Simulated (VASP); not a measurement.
# W in VASP: relaxation of the atoms with PBE

Aim: the relaxation of the atoms of W with PBE.

All numbers are computed with VASP 6.6.1; they aren't measurements. Logs are shortened: lines on timing, memory, paths and dates and some standing lists are left out, and cuts for length are marked.

## (1) The slab as given

The cell holds a slab with vacuum, 4 atoms: a = 2.866 Å, b = 2.866 Å, c = 28.280 Å, α = 90.00°, β = 90.00°, γ = 109.47°.

The cell was built by a generator and needn't be a form met in nature.

## (2) Relaxation of the atoms, PBE

INCAR reads:

```
SYSTEM = W
  ALGO = Normal
  DIPOL = 0.5 0.5 0.500
  EDIFF = 1E-7
  EDIFFG = -0.02
  ENCUT = 520
  GGA = PE
  IBRION = 2
  IDIPOL = 3
  ISIF = 2
  ISMEAR = 1
  KPAR = 2
  LASPH = .TRUE.
  LCHARG = .FALSE.
  LDIPOL = .TRUE.
  LREAL = .FALSE.
  LWAVE = .FALSE.
  NELM = 120
  NSW = 90
  PREC = Accurate
  SIGMA = 0.1
```

KPOINTS reads:

```
k-points
0
G
  12 12 1
  0 0 0
```

POSCAR reads:

```
W
1.0
    2.8655568500      0.0000000000      0.0000000000
   -0.9551856200      2.7016728600      0.0000000000
    0.0000000000      0.0000000000     28.2800156200
W
4
Direct
    0.8333330000      0.1666670000      0.3857694900
    0.3333330000      0.6666670000      0.4619243500
    0.8333330000      0.1666670000      0.5380792200
    0.3333330000      0.6666670000      0.6142305100
```

Potentials or basis: VASP PAW PBE potentials, release 64 (W_sv).

Started as:

```console
$ cat potpaw_PBE.64/W_sv/POTCAR > POTCAR
$ mpirun -np 2 vasp_std > vasp.out
```

OUTCAR:

```text
SYSTEM = W
   EDIFF = 1E-7
   EDIFFG = -0.02
   ENCUT = 520
   GGA = PE
   IBRION = 2
   ISIF = 2
   ISMEAR = 1
   LASPH = .TRUE.
   LREAL = .FALSE.
   NELM = 120
   NSW = 90
   PREC = Accurate

 ion  position               nearest neighbor table
   1  0.833  0.167  0.386-   2 2.72   2 2.72   2 3.18   2 3.18
   2  0.333  0.667  0.462-   1 2.72   1 2.72   3 2.72   3 2.72   1 3.18   1 3.18   3 3.18   3 3.18

   3  0.833  0.167  0.538-   4 2.72   4 2.72   2 2.72   2 2.72   4 3.18   4 3.18   2 3.18   2 3.18

   4  0.333  0.667  0.614-   3 2.72   3 2.72   3 3.18   3 3.18

  LATTYP: Found a base centered orthorhombic cell.
 ALAT       =     3.3088599969
 B/A-ratio  =     1.4142135723
 C/A-ratio  =     8.5467549690

  Lattice vectors:

 A1 = (   2.8655568500,   0.0000000000,   0.0000000000)
 A2 = (  -0.9551856200,   2.7016728600,   0.0000000000)
 A3 = (   0.0000000000,   0.0000000000,  28.2800156200)

Analysis of symmetry for initial positions (statically):
=====================================================================
 Subroutine PRICEL returns:
 Original cell was already a primitive cell.

 Routine SETGRP: Setting up the symmetry group for a
 base centered orthorhombic supercell.

 Subroutine GETGRP returns: Found  8 space group operations
 (whereof  2 operations were pure point group operations)
 out of a pool of  8 trial point group operations.

The static configuration has the point symmetry C_1h.
 The point group associated with its full space group is D_2h.

Analysis of symmetry for dynamics (positions and initial velocities):
=====================================================================
 Subroutine PRICEL returns:
 Original cell was already a primitive cell.

 Routine SETGRP: Setting up the symmetry group for a
 base centered orthorhombic supercell.

 Subroutine GETGRP returns: Found  8 space group operations
 (whereof  2 operations were pure point group operations)
 out of a pool of  8 trial point group operations.

The dynamic configuration has the point symmetry C_1h.
 The point group associated with its full space group is D_2h.

 Subroutine INISYM returns: Found  8 space group operations
 (whereof  2 operations are pure point group operations),
 and found     1 'primitive' translations

----------------------------------------------------------------------------------------

                                     Primitive cell

  volume of cell :     218.9381

  direct lattice vectors                    reciprocal lattice vectors
     2.865556850  0.000000000  0.000000000     0.348972312  0.123380347  0.000000000
    -0.955185620  2.701672860  0.000000000     0.000000000  0.370141039  0.000000000
     0.000000000  0.000000000 28.280015620     0.000000000  0.000000000  0.035360659

  length of vectors
     2.865556850  2.865556806 28.280015620     0.370141034  0.370141039  0.035360659

  position of ions in fractional coordinates (direct lattice)
     0.833333000  0.166667000  0.385769490
     0.333333000  0.666667000  0.461924350
     0.833333000  0.166667000  0.538079220
     0.333333000  0.666667000  0.614230510

  ion indices of the primitive-cell ions
   primitive index   ion index
                 1           1
                 2           2
                 3           3
                 4           4

----------------------------------------------------------------------------------------

 KPOINTS: k-points

Automatic generation of k-mesh.
 Grid dimensions read from file:
 generate k-points for:   12   12    1

 Generating k-lattice:

  Cartesian coordinates                     Fractional coordinates (reciprocal lattice)
     0.029081026  0.010281696  0.000000000     0.083333333  0.000000000  0.000000000
     0.000000000  0.030845087  0.000000000     0.000000000  0.083333333  0.000000000
     0.000000000  0.000000000  0.035360659     0.000000000  0.000000000  1.000000000

  Length of vectors
     0.030845086  0.030845087  0.035360659

  Shift w.r.t. Gamma in fractional coordinates (k-lattice)
     0.000000000  0.000000000  0.000000000

 Subroutine IBZKPT returns following result:
 ===========================================

 Found     43 irreducible k-points:

 Following reciprocal coordinates:
            Coordinates               Weight
  0.000000  0.000000  0.000000      1.000000
  0.083333 -0.000000  0.000000      4.000000
  0.166667 -0.000000  0.000000      4.000000
  0.250000 -0.000000  0.000000      4.000000
  0.333333 -0.000000  0.000000      4.000000
  0.416667  0.000000  0.000000      4.000000
[... 16 lines left out ...]
  0.500000  0.166667  0.000000      4.000000
 -0.416667  0.166667  0.000000      4.000000
 [... further k-points ...]
   k-points           NKPTS =     43   k-points in BZ     NKDIM =     43   number of bands    NBANDS=     33
   number of dos      NEDOS =    301   number of ions     NIONS =      4
   total plane-waves  NPLWV = 120960
   dimension x,y,z NGX =    24 NGY =   24 NGZ =  210
   dimension x,y,z NGXF=    48 NGYF=   48 NGZF=  420
   ions per type =               4
   NGX,Y,Z   is equivalent  to a cutoff of  13.92, 13.92, 12.34 a.u.
   NGXF,Y,Z  is equivalent  to a cutoff of  27.85, 27.85, 24.69 a.u.
 SYSTEM =  W
   PREC   = accura    normal or accurate (medium, high low for compatibility)
   ISTART =      0    job   : 0-new  1-cont  2-samecut
   ICHARG =      2    charge: 1-file 2-atom 10-const
   ISPIN  =      1    spin polarized calculation?
   LNONCOLLINEAR =      F non collinear calculations
   LSORBIT =      F    spin-orbit coupling
   LASPH  =      T    aspherical Exc in radial PAW
   ENCUT  =  520.0 eV  38.22 Ry    6.18 a.u.   5.33  5.33 52.58*2*pi/ulx,y,z
   NELM   =    120;   NELMIN=  2; NELMDL= -5     # of ELM steps
   EDIFF  = 0.1E-06   stopping-criterion for ELM
   LREAL  =      F    real-space projection
   EDIFFG = -.2E-01   stopping-criterion for IOM
   NSW    =     90    number of steps for IOM
   IBRION =      2    ionic relax: 0-MD 1-quasi-New 2-CG
   NFREE  =      1    steps in history (QN), initial steepest desc. (CG)
   ISIF   =      2    stress and relaxation
   ISYM   =      2    0-nonsym 1-usesym 2-fastsym
   POTIM  = 0.5000    time-step for ionic-motion
   TEBEG  =    0.0;   TEEND  =   0.0 temperature during run
   PSTRESS=    0.0 pullay stress
   NELECT =      56.0000    total number of electrons
   NUPDOWN=      -1.0000    fix difference up-down
   EMIN   =  10.00;   EMAX   =-10.00  energy-range for DOS
   EFERMI =   0.00;   METHOD = LEGACY
   ISMEAR =     1;   SIGMA  =   0.10  broadening in eV -4-tet -1-fermi 0-gaus
   EFERMI_NEDOS =   21; number of points for ismear=-14 and -15
   IALGO  =     38    algorithm
   IMIX   =      4    mixing-type and parameters
     AMIX     =   0.40;   BMIX     =  1.00
     AMIX_MAG =   1.60;   BMIX_MAG =  1.00
  volume/ion in A,a.u.               =      54.73       369.37
  Fermi-wavevector in a.u.,A,eV,Ry     =   1.039195  1.963794 14.693287  1.079926
  Thomas-Fermi vector in A             =   2.173714
   LORBIT       =      0    0 simple, 1 ext, 2 COOP (PROOUT), +10 PAW based schemes
   GGA     = PE    functional components
   LHFCALC =     F    Hartree Fock is set to
   AEXX    =    0.0000 exact exchange contribution
   IVDW    =     0    specifies the selected vdW correction
   LEPSILON=     F    determine dielectric tensor
   LRPA    =     F    only Hartree local field effects (RPA)
 conjugate gradient relaxation of ions
 non-spin polarized calculation
 Methfessel and Paxton  Order N= 1 SIGMA  =   0.10
  energy-cutoff  :      520.00
  volume of cell :      218.94
 maximum number of plane-waves:      5938
 NGX is ok and might be reduce to    24
   NGX = 11   NGY = 11   NGZ =105

--------------------------------------- Ionic step        1  -------------------------------------------

 number of electron      56.0000002 magnetization

 Free energy of the ion-electron system (eV)
  ---------------------------------------------------
  ext. energy  EPLUGINS =         0.00000000
  ---------------------------------------------------
  free energy    TOTEN  =       -48.27748562 eV

  energy without entropy =      -48.27845851  energy(sigma->0) =      -48.27780992

------------------------ aborting loop because EDIFF is reached ----------------------------------------

  FORCE on cell =-STRESS in cart. coord.  units (eV):
  Direction    XX          YY          ZZ          XY          YZ          ZX
  --------------------------------------------------------------------------------------
  -------------------------------------------------------------------------------------
  Total      -11.1988761    -11.9726718     -1.6631694     -1.0943129      0.0000000      0.0000000
  in kB      -81.9527610    -87.6153554    -12.1709826     -8.0081219      0.0000000      0.0000000
  external PRESSURE =     -60.5796997 kB  Pullay stress =       0.0000000 kB
[... 25 lines left out ...]
--------------------------------------- Ionic step        2  -------------------------------------------

 number of electron      56.0000004 magnetization

------------------------ aborting loop because EDIFF is reached ----------------------------------------

 vacuum level on the upper side and lower side of the slab       (xc-potential included)        -0.019         0.003

  FORCE on cell =-STRESS in cart. coord.  units (eV):
  Direction    XX          YY          ZZ          XY          YZ          ZX
  --------------------------------------------------------------------------------------
  -------------------------------------------------------------------------------------
  Total       -9.9308308    -10.8720186     -0.8481311     -1.3310411      0.0000000      0.0000000
  in kB      -72.6732747    -79.5608356     -6.2065767     -9.7404856      0.0000000      0.0000000
  external PRESSURE =     -52.8135623 kB  Pullay stress =       0.0000000 kB

 VOLUME and BASIS-vectors are now :
 -----------------------------------------------------------------------------
  energy-cutoff  :      520.00
  volume of cell :      218.94
      direct lattice vectors                 reciprocal lattice vectors
     2.865556850  0.000000000  0.000000000     0.348972312  0.123380347  0.000000000
    -0.955185620  2.701672860  0.000000000     0.000000000  0.370141039  0.000000000
     0.000000000  0.000000000 28.280015620     0.000000000  0.000000000  0.035360659
[... 90 lines left out ...]
  energy  without entropy=      -48.3253075848  energy(sigma->0) =      -48.32721672

--------------------------------------- Ionic step        5  -------------------------------------------

 number of electron      56.0000003 magnetization

 dipolmoment           0.000000      0.000000     -0.000984 electrons x Angstroem

 Free energy of the ion-electron system (eV)
  ---------------------------------------------------
  ext. energy  EPLUGINS =         0.00000000
  ---------------------------------------------------
  free energy    TOTEN  =       -48.32988745 eV

  energy without entropy =      -48.32729222  energy(sigma->0) =      -48.32902237

 E-fermi :   0.0837     XC(G=0):  -4.8093

 val. band max:        0.0812243478   @ k =   0.3333   0.3333   0.0000
 cond. band min:       0.0993328823   @ k =   0.1667   0.0833   0.0000
 fundamental gap:      0.0181085345
 Fermi energy:         0.0837483916

 k-point     1 :       0.0000    0.0000    0.0000
  band No.  band energies     occupation
      1     -74.1652      2.00000
      2     -74.1119      2.00000
      3     -73.9982      2.00000
      4     -73.9759      2.00000
      5     -38.8597      2.00000
      6     -38.6001      2.00000
[... 853 lines left out ...]
     32       1.5061     -0.00000
     33       2.4957      0.00000

 [... further k-points ...]

------------------------ aborting loop because EDIFF is reached ----------------------------------------

 vacuum level on the upper side and lower side of the slab       (xc-potential included)        -0.087        -0.065

  FORCE on cell =-STRESS in cart. coord.  units (eV):
  Direction    XX          YY          ZZ          XY          YZ          ZX
  --------------------------------------------------------------------------------------
  -------------------------------------------------------------------------------------
  Total       -9.6071211    -10.5352484     -0.0321927     -1.3125707     -0.0000000      0.0000000
  in kB      -70.3043847    -77.0963696     -0.2355847     -9.6053206     -0.0000000      0.0000000
  external PRESSURE =     -49.2121130 kB  Pullay stress =       0.0000000 kB

 VOLUME and BASIS-vectors are now :
 -----------------------------------------------------------------------------
  energy-cutoff  :      520.00
  volume of cell :      218.94
      direct lattice vectors                 reciprocal lattice vectors
     2.865556850  0.000000000  0.000000000     0.348972312  0.123380347  0.000000000
    -0.955185620  2.701672860  0.000000000     0.000000000  0.370141039  0.000000000
     0.000000000  0.000000000 28.280015620     0.000000000  0.000000000  0.035360659
[... 10 lines left out ...]
  FREE ENERGIE OF THE ION-ELECTRON SYSTEM (eV)
  ---------------------------------------------------
  free  energy   TOTEN  =       -48.3298874528 eV

  energy  without entropy=      -48.3272922175  energy(sigma->0) =      -48.32902237

 reached required accuracy - stopping structural energy minimisation

 vacuum level on the upper side and lower side of the slab         4.717         4.741
```

Run time: 15 min. Hardware: 2 MPI ranks of Intel Xeon Platinum 8488C (Sapphire Rapids), shared host; peak memory 0.48 GiB.

Results:

| Property | Result |
| --- | --- |
| Free energy | -48.3299 eV |
| Energy gained by relaxing | 13.1 meV/atom |
| Ionic steps | 5 |
| Largest force after relaxing | 0.004 eV/Å |
| Band gap on the k mesh | none (metal or under the smearing width) |

Forces in eV/Å, atoms in the order of the input:
```
W    0.000  0.000 -0.003
W    0.000  0.000  0.004
W    0.000  0.000 -0.004
W    0.000  0.000  0.003
```

The path:
```
step  energy change (eV)  largest force (eV/Å)  pressure (GPa)
   1              0.0000                0.9450           -6.06
   2             -0.0484                0.1827           -5.28
   3             -0.0493                0.1158           -5.40
   4             -0.0507                0.0841           -5.27
   5             -0.0524                0.0039           -4.92
```

Final structure:
```cif
data_structure
_symmetry_space_group_name_H-M 'P 1'
_symmetry_Int_Tables_number 1
_cell_length_a 2.8656
_cell_length_b 2.8656
_cell_length_c 28.2800
_cell_angle_alpha 90.000
_cell_angle_beta 90.000
_cell_angle_gamma 109.471
_cell_volume 218.94
loop_
_atom_site_label
_atom_site_type_symbol
_atom_site_fract_x
_atom_site_fract_y
_atom_site_fract_z
_atom_site_occupancy
W1 W 0.83333 0.16667 0.38739 1
W2 W 0.33333 0.66667 0.46085 1
W3 W 0.83333 0.16667 0.53916 1
W4 W 0.33333 0.66667 0.61261 1
```

Levels at points of the mesh, in eV from the Fermi level:
```tsv
k point	band 24	band 25	band 26	band 27	band 28	band 29	band 30	band 31	band 32	band 33
(0.00, 0.00, 0.00)	-1.46	-1.39	-0.91	-0.89	-0.79	0.04	0.05	1.04	1.38	1.79
(0.50, 0.00, 0.00)	-2.35	-1.45	-1.44	0.47	0.48	1.55	1.56	1.68	1.70	2.49
(0.50, 0.50, 0.00)	-2.00	-1.75	0.72	0.86	1.08	1.20	1.56	2.30	3.42	4.09
```
